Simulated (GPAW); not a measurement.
MnS:

```xyz
4
Lattice="3.9536 0.0000 0.0000 -1.9768 3.4239 0.0000 0.0000 0.0000 6.3425" Properties=species:S:1:pos:R:3 pbc="T T T"
Mn    1.9768    1.1413    3.1639
Mn    0.0000    2.2826    6.3352
S     0.0000    2.2826    3.9714
S     1.9768    1.1413    0.8001
```

The cell is a database's computed one.

Base run:

```yaml
Program: GPAW 26.7.0
Functional: LDA
Potentials_or_basis: the program's PAW data sets (release 1.2.1) made for this functional
Cutoff: 450 eV
Basis: pw
k_mesh: 6 × 6 × 4
Occupations: fermi-dirac, width 0.05 eV
Spin: collinear spin, ferromagnetic start
Starting_moments: "[5.0, 5.0, 0.0, 0.0] μB"
```

Its results: band gap on the k mesh none (metal or under the smearing width); pressure -4.4 GPa; net moment 9.54 μB per cell; site moments Mn +4.08; S +0.09 μB; largest force 0.251 eV/Å.

Problem. The run is repeated on the same cell with these changes: functional from LDA to PBEsol; potentials or basis from the program's PAW data sets (release 1.2.1) made for this functional to PAW data sets generated in the run's folder for this functional. What comes out?

Solution. Band gap on the k mesh none (metal or under the smearing width); pressure -0.5 GPa; net moment 9.76 μB per cell; site moments Mn +4.18; S +0.09 μB; largest force 0.278 eV/Å.

Caveats: the cutoff is short for stress and forces, so pressures can be off by a GPa or more; semilocal functionals often make such compounds metallic where correlation or magnetic order opens a gap, which also shifts bond lengths; only a ferromagnetic start was run, and an antiferromagnetic order may lie lower in energy.
